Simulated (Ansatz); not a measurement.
Relaxed CsPbI3 (cubic perovskite):

```
CELL_PARAMETERS angstrom
      6.39047     0.00000     0.00000
      0.00000     6.39047     0.00000
      0.00000     0.00000     6.39047
ATOMIC_POSITIONS crystal
  Cs 0.00000 0.00000 0.00000
  Pb 0.50000 0.50000 0.50000
  I  0.00000 0.50000 0.50000
  I  0.50000 0.50000 0.00000
  I  0.50000 0.00000 0.50000
```

The numbers are results of PBE (plane waves to 420 eV, PAW, scalar-relativistic; Ansatz, a program for electronic structure), not measurements. k mesh 4×4×4 (Γ-centred), Fermi-Dirac smearing 0.05 eV. On this mesh the relaxed cell isn't quite at rest: it carries a pressure of 0.1 GPa (compression positive) at the zero of the scan. CsPbI3 was relaxed with its symmetry unable to fall. Spin-orbit coupling is left out, though I and Pb are heavy. This is a high-temperature form of CsPbI3.

One atom of the cell was then moved (with its periodic images), all else fixed, and the forces (eV/Å) came out as:

| atom | Fx | Fy | Fz |
|---|---|---|---|
| Cs1 | 0.000 | 0.000 | -0.013 |
| Pb2 | 0.000 | 0.000 | -0.437 |
| I3 | 0.000 | 0.000 | -0.072 |
| I4 | 0.000 | 0.000 | 0.595 |
| I5 | 0.000 | 0.000 | -0.072 |

Q: Which atom was moved, and by which vector (Å)?

A: I4, by (0.00, 0.00, -0.26), 0.26 Å in all.

(For displaced atoms, the force is minus the slope of the energy, and its curvature is a force constant, which sets phonon frequencies.)
